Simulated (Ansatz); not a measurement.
**LiF: experiment and calculation**

**The experiment to reproduce.**

From a printed reference work (data compilation), for a bulk crystal of LiF at 298.15 K: lattice constant a 4.0262 ± 0.0001 Å.

A printed reference work (monograph) reports, for a bulk crystal of LiF: band gap 14.2 eV (direct).

The calculation below tries to reproduce these values; the comparison stands at the end.

These are results of Ansatz 0.2.0, DFT PBE, scalar-relativistic, plane waves, PAW, not measurements.

Plane waves to 420 eV, a k mesh through Γ of 10×10×10 on the computed 2-atom cell and Gaussian smearing (0.02 eV); no spin polarisation.

Relaxed structure:

```cif
data_structure
_symmetry_space_group_name_H-M 'P 1'
_symmetry_Int_Tables_number 1
_cell_length_a 2.8764
_cell_length_b 2.8764
_cell_length_c 2.8764
_cell_angle_alpha 60.000
_cell_angle_beta 60.000
_cell_angle_gamma 60.000
_cell_volume 16.83
loop_
_atom_site_label
_atom_site_type_symbol
_atom_site_fract_x
_atom_site_fract_y
_atom_site_fract_z
_atom_site_occupancy
Li1 Li 0.00000 0.00000 0.00000 1
F1 F 0.50000 0.50000 0.50000 1
```

* Space group: Fm-3m (No. 225)
* Volume per atom: 8.41 Å³
* Formation energy from the elements' standard states (uncorrected): -2.945 eV/atom
* Kohn–Sham band gap: 8.83 eV
* Orbital (Löwdin) character of the top 1 eV of the valence band: F 2p 99 %
* Orbital (Löwdin) character of the lowest 1 eV of the conduction band: Li 2s 63 %, F 2s 24 %, unprojected 9 %
* Bader charge by site (e): Li (1 in the cell) 0.90, F (1 in the cell) -0.90

Against the measured lattice constant a of LiF, 4.0262 Å (298.15 K; a printed reference work (data compilation)), the calculated 4.068 Å is off by +1.0 %. The calculation is for 0 K without zero-point motion. Against the measured band gap of LiF, 14.2 eV (direct; a printed reference work (monograph)), the calculated 8.83 eV is off by -5.37 eV. Kohn–Sham gaps of semilocal functionals fall short of measured ones as a rule.

The cell was reached from a generator's guess, though it ends in a space group that the Crystallography Open Database lists for this formula. Löwdin shares on free-atom orbitals overweight diffuse shells in the empty bands.
